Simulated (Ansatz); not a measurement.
We consider zinc-blende ZnTe, described by HSE06 (Ansatz, a first-principles code, PAW).

Run with plane-wave cutoff 460 eV, 8×8×8 k mesh, Fermi–Dirac smearing 0.01 eV, scalar-relativistic PAW data made under PBE.

Cell (relaxed at this level):

```cif
data_Te4Zn4
_chemical_formula_sum 'Zn4 Te4'
_space_group_name_H-M_alt 'F-43m'
_space_group_IT_number 216
_space_group_name_Hall 'F -4 2 3'
_cell_length_a 6.14564
_cell_length_b 6.14564
_cell_length_c 6.14564
_cell_angle_alpha 90.000
_cell_angle_beta 90.000
_cell_angle_gamma 90.000
loop_
_atom_site_label
_atom_site_type_symbol
_atom_site_symmetry_multiplicity
_atom_site_Wyckoff_symbol
_atom_site_fract_x
_atom_site_fract_y
_atom_site_fract_z
_atom_site_occupancy
Zn1 Zn 4 a 0.00000 0.00000 0.00000 1
Te1 Te 4 d 0.75000 0.75000 0.75000 1
```
(The calculation used a cell of 2 atoms; values per cell refer to that cell.)

Question: Estimate the bulk modulus, band gap and pressure derivative B′ of the bulk modulus that the calculation returns.

Answer: 
* **bulk modulus**: 47.6 GPa
* **band gap**: 2.16 eV (on the SCF k mesh)
* **pressure derivative B′ of the bulk modulus**: 4.5

Measured, for comparison: band gap 2.43 eV (zero-point renormalisation of 40 meV (experimental, the table's column) added back here, direct; inputs from Miglio et al. (2020), arXiv:2011.12765); bulk modulus 51 ± 3 GPa (room temperature, no zero-point or thermal correction; as tabulated in Determination of phase transition pressures of ZnTe under quasihydrostatic …). Computed (rounded) less measured: bulk modulus -7 %.

Spin–orbit coupling is not included; with these elements it can move the gap by several tenths of an eV or more.

Computing time: around 21 core-minutes (rough).
